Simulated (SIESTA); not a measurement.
Si in SIESTA: the effect of basis

The system is Si.

```
CELL_PARAMETERS angstrom
3.83132 0.00000 0.00000
-1.91566 3.31802 0.00000
0.00000 0.00000 6.33262
ATOMIC_POSITIONS crystal
Si 0.66667 0.33333 0.93699
Si 0.33333 0.66667 0.43699
Si 0.66667 0.33333 0.56301
Si 0.33333 0.66667 0.06301
```

This isn't the form of Si at room conditions, which is diamond.

Alike in all runs:

- Program: SIESTA 5.4.2
- Task: single point
- Functional: PBE
- Potentials or basis: PseudoDojo 0.4 standard (PBE files)
- Grid cutoff: 500 Ry
- Energy shift: 0.003 Ry
- k mesh: 8 × 8 × 4
- Occupations: fermi-dirac, width 0.05 eV
- Spin: no spin polarisation

```tsv
basis	gap on the mesh (eV)	pressure (GPa)
SZ	1.97	10.1
SZP	0.66	7.0
DZ	?	?
DZP	0.45	2.7
DZDP	0.51	3.1
TZP	0.45	2.4
TZDP	0.50	2.6
```

What does the run with basis DZ give?

gap on the mesh 1.12 eV; pressure 7.7 GPa.

Caveats: the basis of atomic orbitals isn't converged, which shifts pressures, moduli and gaps; the basis has no polarisation orbitals (some runs).

A k mesh can miss the band edges.
